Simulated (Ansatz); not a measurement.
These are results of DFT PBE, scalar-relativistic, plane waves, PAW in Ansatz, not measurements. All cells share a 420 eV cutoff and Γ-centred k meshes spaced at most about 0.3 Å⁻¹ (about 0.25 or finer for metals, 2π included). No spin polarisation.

Each guess is relaxed in cell and atoms at zero pressure, on a coarse mesh first where it starts far from rest and then on a converged one. The steps can't lower the symmetry of the start, but it can rise. Energies are static (0 K, no zero-point motion).

Two unrelaxed guesses for Zn₄Se:

A.

```xyz
5
Lattice="0.0000 3.8693 3.8693 3.8693 0.0000 3.8693 3.8693 3.8693 0.0000" Properties=species:S:1:pos:R:3 pbc="T T T"
Zn    4.7979    4.7979    6.8099
Zn    4.7979    6.8099    4.7979
Zn    6.8099    4.7979    4.7979
Zn    6.8099    6.8099    6.8099
Se    0.0000    0.0000    0.0000
```

B.

```xyz
5
Lattice="4.5605 0.0000 0.0000 0.0000 4.5605 0.0000 0.0000 0.0000 4.5605" Properties=species:S:1:pos:R:3 pbc="T T T"
Zn    1.1401    1.1401    1.1401
Zn    3.4203    3.4203    1.1401
Zn    1.1401    3.4203    3.4203
Zn    3.4203    1.1401    3.4203
Se    0.0000    0.0000    0.0000
```

Question: Do they relax into the same structure? If not, which is lower?

Answer: No. B ends lower, by 0.32 eV/atom. A: F-43m at 23.2 Å³/atom → F-43m at 41.4 Å³/atom; B: P-43m at 19.0 Å³/atom → P-43m at 19.9 Å³/atom. Counting Zn atoms around Se (those within 1.25 times the shortest such distance or 1.15 times the sum of covalent radii), the end of A and the end of B both have Se 4. End of A. Conventional cell: a = 9.394 Å. Around Zn lie 1 Se at 2.50 Å and 3 Zn at 2.57 Å; Se has 4 Zn at 2.50 Å. End of B. Conventional cell: a = 4.631 Å. Around Zn lie 1 Se at 2.43 Å and 3 Zn at 2.58 Å; Se has 4 Zn at 2.43 Å.

Ends held by symmetry can be saddle points. Even the lowest of the cells shown lies +0.08 eV/atom against the elements. Some structure types and database cells were kept out of the candidates from the start, so a known form may be missing.
